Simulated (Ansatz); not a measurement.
All numbers below come from DFT PBE, scalar-relativistic, plane waves, PAW (Ansatz 0.2.0). Settings: cutoff 420 eV, Γ-centred meshes spaced at most about 0.3 Å⁻¹, and about 0.25 Å⁻¹ or finer for metals (2π included), Gaussian smearing. No spin polarisation in the final relaxations.

These are static total energies at zero pressure.

Two forms of SiC were relaxed alike.

1.

```cif
data_structure
_symmetry_space_group_name_H-M 'F-43m'
_symmetry_Int_Tables_number 216
_cell_length_a 4.3794
_cell_length_b 4.3794
_cell_length_c 4.3794
_cell_angle_alpha 90.000
_cell_angle_beta 90.000
_cell_angle_gamma 90.000
_cell_volume 84.00
loop_
_atom_site_label
_atom_site_type_symbol
_atom_site_symmetry_multiplicity
_atom_site_Wyckoff_symbol
_atom_site_fract_x
_atom_site_fract_y
_atom_site_fract_z
_atom_site_occupancy
Si1 Si 4 a 0.00000 0.00000 0.00000 1
C1 C 4 d 0.25000 0.25000 0.75000 1
```

2.

```cif
data_structure
_symmetry_space_group_name_H-M 'P-6m2'
_symmetry_Int_Tables_number 187
_cell_length_a 2.8632
_cell_length_b 2.8632
_cell_length_c 2.5713
_cell_angle_alpha 90.000
_cell_angle_beta 90.000
_cell_angle_gamma 120.000
_cell_volume 18.26
loop_
_atom_site_label
_atom_site_type_symbol
_atom_site_symmetry_multiplicity
_atom_site_Wyckoff_symbol
_atom_site_fract_x
_atom_site_fract_y
_atom_site_fract_z
_atom_site_occupancy
Si1 Si 1 a 0.00000 0.00000 0.00000 1
C1 C 1 f 0.66667 0.33333 0.50000 1
```

Question: Which would you expect to be lower, and how large is the difference?

Answer: Cell 1 is lower, by 1.30 eV/atom. Cell 1 has the zinc blende type, space group F-43m (No. 216), 10.5 Å³/atom and a gap of 1.37 eV on its mesh; cell 2 has the tungsten carbide type, space group P-6m2 (No. 187), 9.1 Å³/atom and no gap. Counting C atoms around Si (those within 1.25 times the shortest such distance or 1.15 times the sum of covalent radii), cell 1 has Si 4 and cell 2 has Si 6. The lower one is the more open, so pressure narrows the difference. Origin: cell 1 is a cell as deposited in COD, relaxed; cell 2 was invented.

Kohn–Sham gaps at this level usually fall short of measured ones. Cells relaxed within their symmetry can be saddle points.
